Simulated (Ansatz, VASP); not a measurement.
**Two plane-wave programs on C**

INCAR

```
ALGO = Normal
EDIFF = 1E-7
ENCUT = 520
ISIF = 2
ISMEAR = -1
LASPH = T
LCHARG = F
LREAL = F
LWAVE = F
NBANDS = 8
NELM = 80
PREC = Accurate
SIGMA = 0.1
```

The input KPOINTS:

```
k-points
0
Gamma
  21 21 21
```

File POSCAR:

```
C
1.0
   -1.1488688254      1.1488688254      1.1488688254
    1.1488688254     -1.1488688254      1.1488688254
    1.1488688254      1.1488688254     -1.1488688254
C
1
Direct
    0.0000000000      0.0000000000      0.0000000000
```

Input for Ansatz:

```yaml
crystal:
  lattice:
    - [-1.1488688254, 1.1488688254, 1.1488688254]
    - [1.1488688254, -1.1488688254, 1.1488688254]
    - [1.1488688254, 1.1488688254, -1.1488688254]
  atoms:
    - { symbol: C, position: [0.0, 0.0, 0.0] }
hamiltonian:
  xc: lda
  pseudopotentials:
    kind: paw
    azcp:
      C: "pseudopotentials/C.paw.azcp"
basis:
  ecutwfc: 420
  fft_grid_basis: typed
kpoints:
  mp_grid: { grid: [21, 21, 21], shift: [0, 0, 0] }
magnetization:
  spin_polarized: false
scf:
  occupations: { method: fermi_dirac, width: 0.1 }
  lower_state_search: "off"
output:
  stress: true
```

Alike in both runs: task single point; functional LDA; k mesh 21 × 21 × 21; occupations fermi-dirac, width 0.1 eV; no spin polarisation.

|  | VASP | Ansatz |
| --- | --- | --- |
| version | VASP 6.6.1 | Ansatz 0.2.0 |
| potentials or method | VASP PAW LDA potentials, release 64 (C) | plane waves (420 eV) with PAW, scalar-relativistic |
| plane-wave cutoff (eV) | 520 | 420 |
| valence electrons in the cell | 4 | 4 |

Ansatz gave:

* pressure (GPa): 9.4

**Question.** What did VASP give for the same quantities?

**Answer.** Pressure (GPa): 10.1.

Ansatz warned: «pseudo_functional_mismatch».
